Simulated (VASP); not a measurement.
Write the native input for VASP 6.6.1 that does the following.

- Task: relaxation of cell and atoms
- Functional: SCAN
- Dispersion: D3
- Potentials or basis: VASP PAW PBE potentials, release 64 (Ru_pv)
- Cutoff: 600 eV
- k mesh: 11 × 11 × 6
- Occupations: fermi-dirac, width 0.05 eV
- Spin: no spin polarisation
- Further INCAR settings: ALGO = Normal; EDIFF = 1e-07; IBRION = 2; EDIFFG = -0.005; NSW = 60; ISIF = 3

The structure of Ru lies in POSCAR:

```
Ru
1.0
    2.7058000000      0.0000000000      0.0000000000
   -1.3529000000      2.3432915376      0.0000000000
    0.0000000000      0.0000000000      4.2819000000
Ru
2
Direct
    0.6666666667      0.3333333333      0.7500000000
    0.3333333333      0.6666666667      0.2500000000
```

These files were run (other wordings do the same):

INCAR

```
SYSTEM = Ru
ALGO     = Normal         ! electronic algorithm
EDIFF    = 1E-7           ! SCF threshold, eV
EDIFFG   = -0.005         ! ionic threshold
ENCUT    = 600            ! plane-wave cutoff, eV
IBRION   = 2              ! ionic algorithm
ISIF     = 3              ! what is computed and relaxed
ISMEAR   = -1             ! smearing method
IVDW     = 11             ! dispersion correction
LASPH    = .TRUE.         ! aspherical terms in the spheres
LCHARG   = .FALSE.        ! write CHGCAR
LMIXTAU  = .TRUE.       
LREAL    = .FALSE.        ! projectors in reciprocal space
LWAVE    = .FALSE.        ! write WAVECAR
METAGGA  = SCAN           ! meta-GGA
NELM     = 60             ! most SCF steps
NSW      = 60             ! ionic steps
PREC     = Accurate       ! precision mode
SIGMA    = 0.05           ! smearing width, eV
```

KPOINTS

```
k-points
0
G
  11 11 6
  0 0 0
```

Potentials or basis: VASP PAW PBE potentials, release 64 (Ru_pv).

The run is started by

```sh
$ cat potpaw_PBE.64/Ru_pv/POTCAR > POTCAR
$ mpirun -np 1 vasp_std > vasp.out
```

It gave:

```
Relaxed volume                         : 13.31 Å³/atom
Relaxed cell                           : a = 2.691 Å, b = 2.691 Å, c = 4.245 Å, α = 90.00°, β = 90.00°, γ = 120.00°
Space group after relaxing (to 0.05 Å) : P6_3/mmc (No. 194)
Energy gained by relaxing              : 6.8 meV/atom
Ionic steps                            : 9
Pressure after relaxing                : 0.0 GPa
Band gap on the k mesh                 : none (metal or under the smearing width)
Dispersion energy per atom             : -0.171 eV
```

Caveat: the PAW data sets were made with another functional, which shifts forces and pressure a little; pairwise dispersion overbinds metals, which lowers pressure and volume.

It took 10 min on 1 thread of Intel(R) Xeon(R) Platinum 8488C (Sapphire Rapids) (shared host), peak memory 0.2 GiB.
